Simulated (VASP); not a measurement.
## Si: single point with PBE

The system is Si.

```xyz
1
Lattice="-1.6269 1.6269 1.3203 1.6269 -1.6269 1.3203 1.6269 1.6269 -1.3203" Properties=species:S:1:pos:R:3 pbc="T T T"
Si    0.0000    0.0000    0.0000
```

This isn't the form of Si at room conditions, which is diamond.

```json
{
 "Program": "VASP 6.6.1",
 "Task": "single point",
 "Functional": "PBE",
 "Potentials or basis": "VASP PAW PBE potentials, release 64 (Si_GW)",
 "Cutoff": "400 eV",
 "k mesh": "5 × 5 × 5",
 "Occupations": "gaussian, width 0.02 eV",
 "Spin": "no spin polarisation",
 "Further INCAR settings": "ALGO = Fast; EDIFF = 1e-06; NBANDS = 8"
}
```

```yaml
Pressure: 7.3 GPa
Band_gap_on_the_k_mesh: none (metal or under the smearing width)
```

Stress tensor (GPa, compression positive):
```
10.88  0.00  0.00
 0.00 10.88  0.00
 0.00  0.00  0.21
```

Levels at points of the mesh, in eV from the Fermi level:
| k point | band 1 | band 2 | band 3 | band 4 | band 5 | band 6 | band 7 |
| --- | --- | --- | --- | --- | --- | --- | --- |
| (0.00, 0.00, 0.00) | -14.31 | 10.01 | 10.61 | 10.61 | 13.44 | 14.39 | 15.67 |

Wall time 1.6 s on 1 thread of AMD EPYC 9R45 96-Core Processor (Zen 5) (shared host), peak memory 0.08 GiB.

Caveat: the k mesh is coarse (spacing up to 0.61 Å⁻¹), so the values aren't converged.
